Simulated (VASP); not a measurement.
Runs of VASP 6.6.1 on ZnS (Wurtzite-2H). Symmetry: P6_3mc, No. 186, hexagonal system. Conventional cell: a = 3.811 Å, b = 3.811 Å, c = 6.234 Å, α = 90.00°, β = 90.00°, γ = 120.00°. Around Zn (site symmetry 3m) lie 4 S at 2.31 to 2.40 Å. S (site symmetry 3m) is surrounded by 4 Zn at 2.31 to 2.40 Å. 

```csv
task,potentials or basis,cell,cutoff (eV),smearing,gap on the mesh (eV),pressure (GPa),relaxed volume (Å³/atom),largest force (eV/Å)
relaxation of cell and atoms,"VASP PAW PBE potentials, release 64 (Zn, S)",relaxed,580,fermi-dirac 0.05 eV,2.08,0.1,20.20,0.01
band structure,"VASP PAW PBE potentials, release 64 (Zn, S)",as given,520,fermi-dirac 0.05 eV,2.25,-,-,-
relaxation of cell and atoms,"VASP PAW PBE potentials, release 64 (Zn_sv_GW, S_GW)",relaxed,680,fermi-dirac 0.05 eV,2.10,-0.1,20.08,0.01
relaxation of cell and atoms,"VASP PAW PBE potentials, release 64 (Zn_GW, S_GW)",relaxed,630,fermi-dirac 0.05 eV,2.07,0.0,(a),-
single point,"VASP PAW PBE potentials, release 64 (Zn, S)",as given,520,gaussian 0.029 eV,2.25,(b),-,0.32
```

Alike in all rows: level PBE; no spin polarisation; k mesh 8 × 8 × 5.

Q: Estimate the missing entries.

A: (a) 20.23; (b) 2.5.

The runs don't all hold the same shells in valence.
